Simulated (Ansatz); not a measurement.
# FeNi₃: strain energy, fitted

FeNi₃, Pm-3m, a = 3.544 Å. The structure is a Materials Project entry; whether it is the stable form wasn't checked. Ansatz: PBE, PAW, 420 eV, Γ-centred 12×12×12 mesh on 4 atoms, Gaussian smearing 0.10 eV; collinear spin, largest moment 2.9 μB. Series: equal strain along all axes, cell held, atoms fixed by symmetry; x is the strain in per cent. y is the free energy over the unstrained cell, V0 = 11.125 Å³/atom.

```
x (%) y (meV/atom)
 -6.0             ?
 -4.0        115.25
 -2.0         26.61
  0.0          0.00
  2.0         22.71
  4.0         83.96
  6.0        175.27
```

Fit y = c2 x² + c3 x³ to the other rows, turn c2 into a modulus, and predict the missing energy.

Least squares on the rows shown. y = 6.2518 x² − 0.23264 x³. In eV per unit strain² c2 is 62.52; the stiffness is B for this strain (E = 9/2 B V0 ε², shape held): 2 × 62.52 × 160.2 / (9 × 11.125) = 200 GPa. At x = -6.0 the fit asked for gives 275.32 meV/atom. The run gave 280.77 meV/atom, so the fit is 5.45 meV/atom too low, 1.9 % of the span of the series, against an rms of 0.63 meV/atom on the fitted rows. The row lies outside the fitted range. With a term in x⁴ added, a fit to the same known rows predicts 280.84 meV/atom, so most of the miss is curvature that the known rows already hold.

Only parallel moments were tried here.